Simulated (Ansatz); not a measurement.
Gd (R-3m): majority and minority states

The geometry is a structure from the Materials Project, held fixed and not relaxed.

Settings: PBE, 11×11×11 k mesh, Fermi–Dirac smearing of 0.1 eV. LAPW is all-electron LAPW in Ansatz 0.2.0. Site moments are integrated in spheres about the atoms.

The input and its command:

```yaml
crystal:
  lattice:
    - [1.8248561918, 1.0535812136, 8.90239077]
    - [-1.8248561918, 1.0535812136, 8.90239077]
    - [0.0, -2.1071624271, 8.90239077]
  atoms:
    - { symbol: Gd, position: [0.0, 0.0, 0.0], spin: 7.3 }
    - { symbol: Gd, position: [0.2229111, 0.2229111, 0.2229111], spin: 7.3 }
    - { symbol: Gd, position: [0.7770889, 0.7770889, 0.7770889], spin: 7.3 }
magnetization:
  spin_polarized: true
kpoints:
  mp_grid: { grid: [11, 11, 11] }
scf:
  occupations: { method: fermi_dirac, width: 0.1 }
hamiltonian:
  xc: pbe
  pseudopotentials: { kind: all_electron, lapw: { basis_error: 0.001 } }
output:
  forces: true
  stress: true
  eigenvalues: false
  populations: true
  dos: { projected: true, de: 0.1, e_range: [-8, 5] }
```

Command: `ansatz run input.yaml --threads 2 --pin off --max-ram 6144MiB --backend cpu --events-out ev --progress --plain --runs-dir out`

Density of states, smoothed by a Gaussian of 0.15 eV:

| E − E_F (eV) | majority (states/eV/cell) | minority (states/eV/cell) |
| --- | --- | --- |
| -7.00 | 0.00 | 0.00 |
| -6.70 | 0.00 | 0.00 |
| -6.40 | 0.00 | 0.00 |
| -6.10 | 0.00 | 0.00 |
| -5.80 | 0.00 | 0.00 |
| -5.50 | 0.00 | 0.00 |
| -5.20 | 0.04 | 0.00 |
| -4.90 | 8.58 | 0.00 |
| -4.60 | 53.49 | 0.00 |
| -4.30 | 8.85 | 0.01 |
| -4.00 | 0.26 | 0.06 |
| -3.70 | 0.28 | 0.12 |
| -3.40 | 0.35 | 0.17 |
| -3.10 | 0.43 | 0.22 |
| -2.80 | 0.57 | 0.28 |
| -2.50 | 0.87 | 0.35 |
| -2.20 | 1.29 | 0.44 |
| -1.90 | 1.47 | 0.59 |
| -1.60 | 1.63 | 0.95 |
| -1.30 | 1.70 | 1.52 |
| -1.00 | 1.89 | 1.67 |
| -0.70 | 2.25 | 1.87 |
| -0.40 | 2.24 | 1.67 |
| -0.10 | 2.58 | 2.66 |
| 0.20 | 1.92 | 9.28 |
| 0.50 | 2.35 | 36.02 |
| 0.80 | 2.96 | 25.13 |
| 1.10 | 2.48 | 4.12 |
| 1.40 | 2.54 | 2.68 |
| 1.70 | 2.72 | 2.89 |
| 2.00 | 1.49 | 3.20 |
| 2.30 | 1.51 | 2.51 |
| 2.60 | 1.54 | 2.88 |
| 2.90 | 1.33 | 2.25 |
| 3.20 | 1.35 | 1.22 |
| 3.50 | 1.61 | 1.49 |
| 3.80 | 1.72 | 1.35 |
| 4.10 | 1.95 | 1.20 |

**Question.** What spin moment does the cell carry?

**Answer.** 22.56 μB. Site moments (μB): Gd1 7.38, Gd2 7.38, Gd3 7.38.

Löwdin populations of d and f shells (filled inner shells left out):

```json
{"shell": "Gd1 5d", "up": "1.36", "down": "0.78"}
{"shell": "Gd1 4f", "up": "6.99", "down": "0.12"}
{"shell": "Gd2 5d", "up": "1.35", "down": "0.77"}
{"shell": "Gd2 4f", "up": "6.99", "down": "0.12"}
{"shell": "Gd3 5d", "up": "1.35", "down": "0.77"}
{"shell": "Gd3 4f", "up": "6.99", "down": "0.12"}
```

The program warned that a lower magnetic state may exist. Without U a semilocal functional puts the f levels too near the Fermi level, which can change moments and the order of magnetic states; site and cell moments are spin moments. Spin–orbit coupling is left out although heavy atoms are present. With open f shells a run can end in a state that isn't the lowest. The state reached may lie above the lowest one, so it isn't offered as the ground state. These are results for the start and cell typed. The real compound can order otherwise, in a larger cell, or not at all, since semilocal functionals at zero temperature often overstate magnetism.
